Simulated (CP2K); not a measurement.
**AlO under changes of volume**

One of the cells (10.618 Å³/atom); the others are scaled copies at fixed shape and fractional positions:

```
Al O
1.0
     2.76919    0.00000    0.00000
     0.00000    2.76919    0.00000
     0.00000    0.00000    2.76919
Al O
1 1
Direct
  0.50000 0.50000 0.50000
  0.00000 0.00000 0.00000
```

The cell was built by a generator and needn't be a form met in nature.

| Item | Value |
| --- | --- |
| Program | CP2K 2026.2 |
| Functional | LDA |
| Potentials or basis | GTH_POTENTIALS Al GTH-PADE-q3, O GTH-PADE-q6; TZVP-MOLOPT-PBE-GTH basis |
| Density cutoff | 8163 eV |
| k mesh | 10 × 10 × 10 |
| Occupations | fermi-dirac, width 0.0259 eV |
| Spin | no spin polarisation |

```csv
volume (Å³/atom),energy over the lowest point (meV/atom),pressure (GPa)
9.981,0.00,0.2
10.193,1.96,-2.7
10.405,7.36,-5.3
10.618,16.08,-7.7
10.830,27.85,-9.9
11.042,?,?
11.255,59.45,-13.7
```

Problem. What does the run at 11.042 Å³/atom give?

Solution. Energy over the lowest point 42.40 meV/atom; pressure -11.9 GPa.

Worked out: A Birch-Murnaghan fit of order 3 (a polynomial in V^(-2/3)) to the other rows has its minimum at 9.98 Å³/atom, just outside them, with B0 = V·E''(V) = 135 GPa (rough, since the energies scatter). It gives 42.31 meV/atom at 11.042 Å³/atom, against the run's 42.40, and -dE/dV = -11.9 GPa, against -11.9.

Energies are extrapolated to zero smearing.

Caveats: the basis of atomic orbitals isn't converged, which shifts pressures, moduli and gaps; an odd number of electrons without spin polarisation forces a metal; a magnetic or distorted state may lie lower.
